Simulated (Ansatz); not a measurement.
# C: the cost of one run

Method: DFT PBEsol, scalar-relativistic, plane waves, PAW, in Ansatz 0.2.0.

2 further runs of the same task are left out: 2 set aside as unsound or not needed.

## (1) The starting structure

Symmetry: Fd-3m, No. 227, cubic system. The conventional cell has a = 3.554 Å, b = 3.554 Å, c = 3.554 Å, α = 90.00°, β = 90.00°, γ = 90.00°. Around C (site symmetry -43m) lie 4 C at 1.54 Å.

Coordinates:

```xyz
2
Lattice="0.0000 1.7769 1.7769 1.7769 0.0000 1.7769 1.7769 1.7769 0.0000" Properties=species:S:1:pos:R:3 pbc="T T T"
C     0.0000    0.0000    0.0000
C     0.8885    0.8885    0.8885
```

It is the result of an earlier relaxation at this level (volume 5.61 Å³/atom; gap on the mesh: 4.07 eV).

## (2) Next: the [001] wire, 15 host atoms a period

The wire is cut from the relaxed crystal, periodic along c with vacuum across. Atoms and period relax; energies count from the bulk, -246.6680 eV an atom.

The cell holds 15 C: a = 13.400 Å, b = 14.600 Å, c = 3.554 Å, α = 90.00°, β = 90.00°, γ = 90.00°.

## (3) The relaxation run

Pressure and volume refer to the whole cell with its vacuum; only the period along c may change.

Contents of input.yaml:

```yaml
crystal:
  lattice:
    - [13.4, 0.0, 0.0]
    - [0.0, 14.6, 0.0]
    - [0.0, 0.0, 3.5538092272]
  atoms:
    - { symbol: C, position: [0.3342439726, 0.5, 0.5], spin: 0.3 }
    - { symbol: C, position: [0.5994536164, 0.5, 0.5], spin: 0.3 }
    - { symbol: C, position: [0.4005463836, 0.4391471023, 0.25], spin: 0.3 }
    - { symbol: C, position: [0.6657560274, 0.4391471023, 0.25], spin: 0.3 }
    - { symbol: C, position: [0.5994536164, 0.3782942045, 0.0], spin: 0.3 }
    - { symbol: C, position: [0.5994536164, 0.6217057955, 0.0], spin: 0.3 }
    - { symbol: C, position: [0.4005463836, 0.5608528977, 0.75], spin: 0.3 }
    - { symbol: C, position: [0.6657560274, 0.5608528977, 0.75], spin: 0.3 }
    - { symbol: C, position: [0.4668487945, 0.5, 0.0], spin: 0.3 }
    - { symbol: C, position: [0.5331512055, 0.4391471023, 0.75], spin: 0.3 }
    - { symbol: C, position: [0.5331512055, 0.6825586932, 0.75], spin: 0.3 }
    - { symbol: C, position: [0.4668487945, 0.3782942045, 0.5], spin: 0.3 }
    - { symbol: C, position: [0.4668487945, 0.6217057955, 0.5], spin: 0.3 }
    - { symbol: C, position: [0.5331512055, 0.3174413068, 0.25], spin: 0.3 }
    - { symbol: C, position: [0.5331512055, 0.5608528977, 0.25], spin: 0.3 }
basis:
  ecutwfc: 420
kpoints:
  mp_grid: { grid: [1, 1, 9] }
hamiltonian:
  xc: pbesol
scf:
  occupations: { method: gaussian, width: 0.05 }
  lower_state_search: "off"
output:
  forces: true
  stress: true
  eigenvalues: true
  populations: true
  write_density: true
  write_potential: true
  elf: true
  volumetric_format: npy
magnetization:
  spin_polarized: true
relax:
  adjacent_minimum: "off"
  f_tol: 0.02
  max_steps: 45
  cell: { fix: [a, b, alpha, beta, gamma], stress_tol: 0.03 }
```

Started as:

```console
ansatz run input.yaml --threads 4 --pin off --max-ram 11264MiB --backend cpu --events-out ev --progress --plain --runs-dir out
```

Q: Estimate wall time and peak memory on 4 threads of Intel Xeon Platinum 8488C (Sapphire Rapids), shared host.

About 8.5 min, with a peak of 1.5 GiB.
